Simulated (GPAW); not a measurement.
# GaAs (F-43m) in GPAW: notebook, part 2 of 2

GPAW 26.7.0. The steps go on from the part before.

**5. Equation of state, RPBE+D3**

Input file run.py:

```python
import spglib
from ase import Atoms
from ase.calculators.mixing import SumCalculator
from ase.eos import EquationOfState
from ase.io import Trajectory, read
from ase.units import GPa
from dftd3.ase import DFTD3
from gpaw import GPAW, PW

atoms = read('GaAs.cif')
cell, positions, numbers = spglib.find_primitive(
    (atoms.cell[:], atoms.get_scaled_positions(), atoms.numbers), symprec=1e-4)
atoms = Atoms(numbers, cell=cell, scaled_positions=positions, pbc=True)

traj = Trajectory('eos.traj', 'w')
volumes, energies = [], []
for x in [0.94, 0.96, 0.98, 1.0, 1.02, 1.04, 1.06]:
    a = atoms.copy()
    a.set_cell(atoms.cell * x**(1 / 3), scale_atoms=True)
    calc = GPAW(mode=PW(600),
                xc='RPBE',
                kpts={'size': (8, 8, 8), 'gamma': True},
                occupations={'name': 'fermi-dirac', 'width': 0.05},
                nbands=11,
                convergence={'density': 1e-05, 'energy': 1e-05},
                maxiter=150,
                txt=f'eos-{x:.2f}.txt')
    a.calc = SumCalculator([calc, DFTD3(method='rpbe', damping='d3zero')])
    energies.append(a.get_potential_energy())
    volumes.append(a.get_volume())
    p = -a.get_stress()[:3].mean() / GPa
    calc.write(f'eos-{x:.2f}.gpw')
    traj.write(a)
    print(f'{x:.2f} {volumes[-1]:10.4f} A^3 {energies[-1]:14.6f} eV {p:9.3f} GPa', flush=True)

v0, e0, B = EquationOfState(volumes, energies, eos='birchmurnaghan').fit()
print(f'V0 = {v0:.4f} A^3, E0 = {e0:.6f} eV, B0 = {B / GPa:.2f} GPa')
```

Input file GaAs.cif:

```cif
data_GaAs
_cell_length_a 5.65370000
_cell_length_b 5.65370000
_cell_length_c 5.65370000
_cell_angle_alpha 90.00000000
_cell_angle_beta 90.00000000
_cell_angle_gamma 90.00000000
_space_group_name_H-M_alt 'F-43m'
_space_group_name_Hall 'F -4 2 3'
_space_group_IT_number 216
loop_
_space_group_symop_operation_xyz
'x,y,z'
'y,-x,-z'
'-x,-y,z'
'-y,x,-z'
'x,-y,-z'
'y,x,z'
'-x,y,-z'
'-y,-x,z'
'z,x,y'
'-z,y,-x'
'z,-x,-y'
'-z,-y,x'
'-z,x,-y'
'z,y,x'
'-z,-x,y'
'z,-y,-x'
'y,z,x'
'-x,-z,y'
'-y,z,-x'
'x,-z,-y'
'-y,-z,x'
'x,z,y'
'y,-z,-x'
'-x,z,-y'
'x,y+1/2,z+1/2'
'y,-x+1/2,-z+1/2'
'-x,-y+1/2,z+1/2'
'-y,x+1/2,-z+1/2'
'x,-y+1/2,-z+1/2'
'y,x+1/2,z+1/2'
'-x,y+1/2,-z+1/2'
'-y,-x+1/2,z+1/2'
'z,x+1/2,y+1/2'
'-z,y+1/2,-x+1/2'
'z,-x+1/2,-y+1/2'
'-z,-y+1/2,x+1/2'
'-z,x+1/2,-y+1/2'
'z,y+1/2,x+1/2'
'-z,-x+1/2,y+1/2'
'z,-y+1/2,-x+1/2'
'y,z+1/2,x+1/2'
'-x,-z+1/2,y+1/2'
'-y,z+1/2,-x+1/2'
'x,-z+1/2,-y+1/2'
'-y,-z+1/2,x+1/2'
'x,z+1/2,y+1/2'
'y,-z+1/2,-x+1/2'
'-x,z+1/2,-y+1/2'
'x+1/2,y,z+1/2'
'y+1/2,-x,-z+1/2'
'-x+1/2,-y,z+1/2'
'-y+1/2,x,-z+1/2'
'x+1/2,-y,-z+1/2'
'y+1/2,x,z+1/2'
'-x+1/2,y,-z+1/2'
'-y+1/2,-x,z+1/2'
'z+1/2,x,y+1/2'
'-z+1/2,y,-x+1/2'
'z+1/2,-x,-y+1/2'
'-z+1/2,-y,x+1/2'
'-z+1/2,x,-y+1/2'
'z+1/2,y,x+1/2'
'-z+1/2,-x,y+1/2'
'z+1/2,-y,-x+1/2'
'y+1/2,z,x+1/2'
'-x+1/2,-z,y+1/2'
'-y+1/2,z,-x+1/2'
'x+1/2,-z,-y+1/2'
'-y+1/2,-z,x+1/2'
'x+1/2,z,y+1/2'
'y+1/2,-z,-x+1/2'
'-x+1/2,z,-y+1/2'
'x+1/2,y+1/2,z'
'y+1/2,-x+1/2,-z'
'-x+1/2,-y+1/2,z'
'-y+1/2,x+1/2,-z'
'x+1/2,-y+1/2,-z'
'y+1/2,x+1/2,z'
'-x+1/2,y+1/2,-z'
'-y+1/2,-x+1/2,z'
'z+1/2,x+1/2,y'
'-z+1/2,y+1/2,-x'
'z+1/2,-x+1/2,-y'
'-z+1/2,-y+1/2,x'
'-z+1/2,x+1/2,-y'
'z+1/2,y+1/2,x'
'-z+1/2,-x+1/2,y'
'z+1/2,-y+1/2,-x'
'y+1/2,z+1/2,x'
'-x+1/2,-z+1/2,y'
'-y+1/2,z+1/2,-x'
'x+1/2,-z+1/2,-y'
'-y+1/2,-z+1/2,x'
'x+1/2,z+1/2,y'
'y+1/2,-z+1/2,-x'
'-x+1/2,z+1/2,-y'
loop_
_atom_site_label
_atom_site_type_symbol
_atom_site_symmetry_multiplicity
_atom_site_Wyckoff_symbol
_atom_site_fract_x
_atom_site_fract_y
_atom_site_fract_z
_atom_site_occupancy
As1 As 4 c 0.2500000000 0.2500000000 0.2500000000 1
Ga1 Ga 4 a 0.0000000000 0.0000000000 0.0000000000 1
```

Potentials or basis: the program's PAW data sets (release 1.2.1) made for this functional, pw.

Launch:

```console
OMP_NUM_THREADS=1 python run.py
```

Run time: 55 s. Hardware: 1 thread of Intel Xeon at 2.80GHz (Skylake/Cascade Lake), shared host; peak memory 0.2 GiB.

It converged, with:

```yaml
Equilibrium_volume: 23.66 Å³/atom
Bulk_modulus: 66 GPa
Pressure_derivative_of_the_bulk_modulus: 4.7
```

Energy against volume, from the lowest point:
```tsv
volume (Å³/atom)	energy (meV/atom)
21.234	62.79
21.686	39.84
22.138	22.66
22.590	10.64
23.041	3.25
23.493	0.00
23.945	0.46
```

Zero-point motion and thermal expansion aren't in these numbers.

**6. Summary**

```tsv
task	level	potentials or basis	spin	cutoff (eV)	band path	band points	spin axis theta (degrees)	spin axis phi (degrees)	grid spacing	gap on the mesh (eV)	pressure (GPa)
band structure	TASK	GPAW PAW data sets (gpaw-data 1.2.1), pw	SOC, no magnetisation	600	GXWKGLUWLK,UX	80	90	0	-	1.55	4.4
band structure	PBEint	PAW data sets generated in the run's folder for this functional, pw	SOC, no magnetisation	600	GXWKGLUWLK,UX	80	54.7	45	-	0.48	2.2
band structure	PBE	GPAW PAW data sets (gpaw-data 1.2.1), lcao:dzp	off	-	GXWKGLUWLK,UX	80	-	-	0.16 Å	0.57	-
equation of state	RPBE+D3	the program's PAW data sets (release 1.2.1) made for this functional, pw	off	600	-	-	-	-	-	-	-
```

Alike in all rows: cell as given; k mesh 8 × 8 × 8; smearing fermi-dirac 0.05 eV.

Caveats: spin-orbit coupling was added after a scalar SCF, so levels and gaps hold it while energy, forces, pressure and moments don't (some runs); this program's spin-orbit splittings come out too wide for heavy elements (some runs); the PAW data sets were made with another functional, which shifts forces and pressure a little (some runs); the basis of atomic orbitals isn't converged, which shifts pressures, moduli and gaps (some runs).

Total energies depend on the potentials used, so only differences within one code and one set of settings carry meaning.

**7. How close it comes**

Step 2. Against the measured gap of GaAs, 1.412 eV (direct; 300 K; “Evidence of valence band perturbations in GaAsN/GaAs(001): A combined variable-angle spectroscopic ellipsometry and modulated photoreflectance investigation”, 2008, arxiv:0805.2212), the calculated 1.55 eV is off by +0.14 eV. 3 values of this kind are on record (1.412 to 1.51 eV); this one was drawn at random among those near their median, those with a stated uncertainty first. The value is that of TASK, without temperature or zero-point motion.

Step 3. A measured gap of GaAs is 1.412 eV (direct; 300 K; “Evidence of valence band perturbations in GaAsN/GaAs(001): A combined variable-angle spectroscopic ellipsometry and modulated photoreflectance investigation”, 2008, arxiv:0805.2212); the calculated 0.48 eV misses it by -0.94 eV. 3 values of this kind are on record (1.412 to 1.51 eV); this one was drawn at random among those near their median, those with a stated uncertainty first. The value is that of PBEint, without temperature or zero-point motion.

Step 4. Against the measured gap of GaAs, 1.418 eV (direct; 300 K; “Evidence of valence band perturbations in GaAsN/GaAs(001): A combined variable-angle spectroscopic ellipsometry and modulated photoreflectance investigation”, 2008, arxiv:0805.2212), the calculated 0.57 eV is off by -0.84 eV. 3 values of this kind are on record (1.412 to 1.51 eV); this one was drawn at random among those near their median, those with a stated uncertainty first. Spin-orbit coupling on As, Ga is left out. The value is that of PBE in an atomic basis (GPAW PAW data sets (gpaw-data 1.2.1), lcao:dzp), whose error adds to the functional's,, without temperature or zero-point motion. Semilocal functionals fall short of measured gaps as a rule.
